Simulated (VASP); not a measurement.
Output of a VASP run:

File OSZICAR:
```
       N       E                     dE             d eps       ncg     rms          rms(c)
DAV:   1     0.158472058321E+03    0.15847E+03   -0.13309E+04   640   0.140E+03
DAV:   2    -0.122841285342E+02   -0.17076E+03   -0.16869E+03   816   0.289E+02
DAV:   3    -0.187890986903E+02   -0.65050E+01   -0.64986E+01   880   0.668E+01
DAV:   4    -0.189028776531E+02   -0.11378E+00   -0.11377E+00   832   0.729E+00
DAV:   5    -0.189054909668E+02   -0.26133E-02   -0.26133E-02   832   0.811E-01    0.853E+00
DAV:   6    -0.170986271112E+02    0.18069E+01   -0.10001E+01   640   0.249E+01    0.425E+00
DAV:   7    -0.170959057112E+02    0.27214E-02   -0.37102E-01   824   0.556E+00    0.215E+00
DAV:   8    -0.171138846621E+02   -0.17979E-01   -0.58826E-02   744   0.296E+00    0.288E-01
DAV:   9    -0.171223423541E+02   -0.84577E-02   -0.16107E-02   792   0.911E-01    0.150E-01
DAV:  10    -0.171249201132E+02   -0.25778E-02   -0.41447E-03   680   0.470E-01    0.460E-02
DAV:  11    -0.171249078344E+02    0.12279E-04   -0.49775E-04   824   0.174E-01    0.241E-02
DAV:  12    -0.171249227836E+02   -0.14949E-04   -0.98956E-05   656   0.740E-02    0.267E-03
DAV:  13    -0.171249233355E+02   -0.55187E-06   -0.20565E-06   896   0.109E-02    0.274E-03
DAV:  14    -0.171249236692E+02   -0.33370E-06   -0.78292E-08   560   0.238E-03    0.982E-04
DAV:  15    -0.171249237720E+02   -0.10285E-06   -0.19206E-07   600   0.326E-03    0.582E-04
DAV:  16    -0.171249237662E+02    0.58681E-08   -0.10781E-08   432   0.830E-04
   1 F= -.17516919E+02 E0= -.17516919E+02  d E =0.000000E+00
```

### OUTCAR
```
------------------------ aborting loop because EDIFF is reached ----------------------------------------
 Edisp (eV)   -0.39200
  FORCE on cell =-STRESS in cart. coord.  units (eV):
  Direction    XX          YY          ZZ          XY          YZ          ZX
  --------------------------------------------------------------------------------------
  Total      -0.03804    -0.03804    -0.03804     0.00000     0.00000    -0.00000
  in kB      -0.99954    -0.99954    -0.99954     0.00000     0.00000    -0.00000
  external pressure =       -1.00 kB  Pullay stress =        0.00 kB
  volume of cell :       60.97
      direct lattice vectors                 reciprocal lattice vectors
     0.000000000  3.123932870  3.123932870    -0.160054656  0.160054656  0.160054656
     3.123932870  0.000000000  3.123932870     0.160054656 -0.160054656  0.160054656
     3.123932870  3.123932870  0.000000000     0.160054656  0.160054656 -0.160054656
 POSITION                                       TOTAL-FORCE (eV/Angst)
 -----------------------------------------------------------------------------------
      0.00000      0.00000      0.00000         0.000000     -0.000000      0.000000
      1.56197      1.56197      1.56197         0.000000      0.000000      0.000000
      4.68590      4.68590      4.68590        -0.000000     -0.000000     -0.000000
 -----------------------------------------------------------------------------------
    total drift:                                0.000000      0.000000      0.000000
  FREE ENERGIE OF THE ION-ELECTRON SYSTEM (eV)
  ---------------------------------------------------
  free  energy   TOTEN  =       -17.5169192940 eV

  energy  without entropy=      -17.5169192940  energy(sigma->0) =      -17.51691929

 total charge

# of ion       s       p       d       tot
------------------------------------------
    1        1.997   5.648   0.220   7.865
    2        1.734   4.358   0.000   6.092
    3        1.734   4.358   0.000   6.092
--------------------------------------------------
tot          5.466  14.364   0.220  20.049

 Electric field gradients after diagonalization (V/A^2)
 (convention: |V_zz| > |V_xx| > |V_yy|)
----------------------------------------------------------------------
 ion       V_xx      V_yy      V_zz     asymmetry (V_yy - V_xx)/ V_zz
----------------------------------------------------------------------
   1      -0.000    -0.000     0.000       0.000
   2       0.005     0.005    -0.009       0.000
   3       0.005     0.005    -0.009       0.000
```
(Selected blocks of OUTCAR.)

File POSCAR:
```
BaF2
1
    0.0000000000     3.1239328698     3.1239328698
    3.1239328698     0.0000000000     3.1239328698
    3.1239328698     3.1239328698     0.0000000000
Ba F
1 2
Direct
  0.0000000000   0.0000000000   0.0000000000
  0.2500000000   0.2500000000   0.2500000000
  0.7500000000   0.7500000000   0.7500000000
```

Reconstruct the remaining input files.

This is not unique; one that fits is the input of the run itself, PBE GGA with D3 dispersion (Becke-Johnson damping), plane waves, VASP's PBE PAW potentials (set 64).

INCAR:
```
ALGO  =  Normal
EDIFF  =  1E-7
ENCUT  =  520
GGA  =  PE
ISIF  =  2
ISMEAR  =  -5
IVDW  =  12
LASPH  =  .True.
LCHARG  =  .True.
LEFG  =  .True.
LMAXMIX  =  4
LORBIT  =  11
LREAL  =  .False.
LWAVE  =  .False.
NEDOS  =  601
NELM  =  100
PREC  =  Accurate
SYSTEM  =  BaF2
```

**KPOINTS**
```
Automatic mesh
0
Gamma
7 7 7
0 0 0
```

POTCAR, in this order: Ba_sv F (PBE.64 set). Program: vasp_std.

The compound is BaF2 in the fluorite structure. It was relaxed first.
